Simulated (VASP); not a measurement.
# From VASP inputs to Ansatz: PbS (strained rocksalt)

INCAR

```
NSW = 0
LWAVE = .FALSE.
METAGGA = R2SCAN
ENCUT = 520
NELM = 120
LREAL = .FALSE.
LCHARG = .FALSE.
NBANDS = 17
EDIFF = 1E-7
ISIF = 2
ALGO = Normal
IBRION = -1
SIGMA = 0.02
LASPH = .TRUE.
ISMEAR = -1
PREC = Accurate
```

KPOINTS

```
KPOINTS created by Atomic Simulation Environment
0
Gamma
8 8 8
0 0 0
```

KPOINTS_OPT

```
special points
7
Reciprocal
0.0000000000 0.0000000000 0.0000000000 1
0.5000000000 0.0000000000 0.5000000000 1
0.6250000000 0.2500000000 0.6250000000 1
0.3750000000 0.3750000000 0.7500000000 1
0.5000000000 0.5000000000 0.5000000000 1
0.5000000000 0.2500000000 0.7500000000 1
0.0000000000 0.0000000000 0.5000000000 1
```

POSCAR

```
Pb S
 1.0000000000000000
    -0.1643201150000000    2.9424018682000002    2.9424018682000002
     2.9424018682000002   -0.1643201150000000    2.9424018682000002
     2.9424018682000002    2.9424018682000002   -0.1643201150000000
 Pb  S
   1   1
Cartesian
  0.0000000000000000  0.0000000000000000  0.0000000000000000
  2.8602418107000003  2.8602418107000003  2.8602418107000003
```

VASP ran with the recommended PBE PAW datasets (20 valence electrons in the cell).

**Question.** Translate these files to an Ansatz input.

**Answer.** 

```yaml
crystal:
  lattice:
    - [-0.164320115, 2.9424018682, 2.9424018682]
    - [2.9424018682, -0.164320115, 2.9424018682]
    - [2.9424018682, 2.9424018682, -0.164320115]
  atoms:
    - { symbol: Pb, position: [0.0, 0.0, 0.0] }
    - { symbol: S, position: [0.5, 0.5, 0.5] }
kpoints:
  mp_grid: { grid: [8, 8, 8] }
  band_path:
    path:
      - [0.0, 0.0, 0.0]
      - [0.5, 0.0, 0.5]
      - [0.625, 0.25, 0.625]
      - [0.375, 0.375, 0.75]
      - [0.5, 0.5, 0.5]
      - [0.5, 0.25, 0.75]
      - [0.0, 0.0, 0.5]
    npoints: 1
hamiltonian:
  xc: r2scan
scf:
  occupations: { method: fermi_dirac, width: 0.02 }
  n_extra_bands: 4
output:
  forces: true
  stress: true
  eigenvalues: true
```

Other inputs would serve too.

|  | VASP | Ansatz |
| --- | --- | --- |
| gap between bands v and c | 0.32 eV | 0.31 eV |
| least direct gap | 0.74 eV | 0.74 eV |
| pressure | -2.0 GPa | -2.0 GPa |

The two codes use different PAW datasets and cutoffs. VASP's cell holds 20 valence electrons and Ansatz's 20. Ansatz's stress includes a Pulay correction; VASP's doesn't.
